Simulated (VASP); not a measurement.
A run of VASP 6.6.1:

INCAR

```
PREC = Normal ; ENCUT = 900
EDIFF = 1E-6 ; ISMEAR = -1
SIGMA = 0.05 ; LREAL = False
LASPH = True ; NELM = 60
ALGO = Fast ; ISIF = 3
LWAVE = False ; LCHARG = False
GGA = PE ; IBRION = 2
NSW = 40 ; EDIFFG = -0.02
```

Contents of KPOINTS:

```
regular mesh
0
Gamma
  5 5 5
```

File POSCAR:

```
CaH4
1.0
    4.1679800000      0.0000000000      0.0000000000
    0.0000000000      4.1679800000      0.0000000000
    0.0000000000      0.0000000000      4.1679800000
Ca H
1 4
Direct
    0.0000000000      0.0000000000      0.0000000000
    0.5000000000      0.0000000000      0.0000000000
    0.0000000000      0.5000000000      0.0000000000
    0.0000000000      0.0000000000      0.5000000000
    0.5000000000      0.5000000000      0.5000000000
```

Potentials or basis: VASP PAW PBE potentials, release 64 (Ca_sv, H).

Run with:

```sh
$ cat potpaw_PBE.64/Ca_sv/POTCAR potpaw_PBE.64/H/POTCAR > POTCAR
$ mpirun -np 1 vasp_std > vasp.out
```

Hardware: 1 thread of Intel(R) Xeon(R) Platinum 8259CL CPU @ 2.50GHz (Skylake/Cascade Lake), on a shared host.

Estimate the wall time of this run.

It took 22 s on 1 thread of Intel(R) Xeon(R) Platinum 8259CL CPU @ 2.50GHz (Skylake/Cascade Lake) (shared host), peak memory 0.18 GiB. Counts: scf iterations 18, k points 10, ion steps 1.
